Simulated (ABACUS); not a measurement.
Crystal: ZrB2.

```
CELL_PARAMETERS angstrom
3.17000 0.00000 0.00000
-1.58500 2.74530 0.00000
0.00000 0.00000 3.53300
ATOMIC_POSITIONS crystal
Zr 0.00000 0.00000 0.00000
B 0.66667 0.33333 0.50000
B 0.33333 0.66667 0.50000
```

Base run:

```yaml
Program: ABACUS 3.10.1
Functional: HLE16
Potentials_or_basis: PseudoDojo NC SR 0.5 PBE standard
Cutoff: 1034 eV
Density_cutoff: 4136 eV
Basis: plane waves
k_mesh: 8 × 8 × 6
Occupations: fermi-dirac, width 0.05 eV
Spin: no spin polarisation
```

Its results: band gap on the k mesh none (metal or under the smearing width); pressure -50.3 GPa.

The run is repeated on the same cell with these changes: functional from HLE16 to BLYP; potentials or basis from PseudoDojo NC SR 0.5 PBE standard to Ansatz NC PBE; cutoff from 1034 eV to 1129 eV; density cutoff from 4136 eV to 4517 eV. What comes out?

Band gap on the k mesh none (metal or under the smearing width); pressure 9.1 GPa.

Caveats: the potentials were made for another functional, which shifts forces and pressure; the cell as given lies far from equilibrium (some runs); the potentials were made for a functional far from this one (some runs); so large a pressure means that the cell lies far from this level's equilibrium, or that cutoff or potentials fall short (some runs).
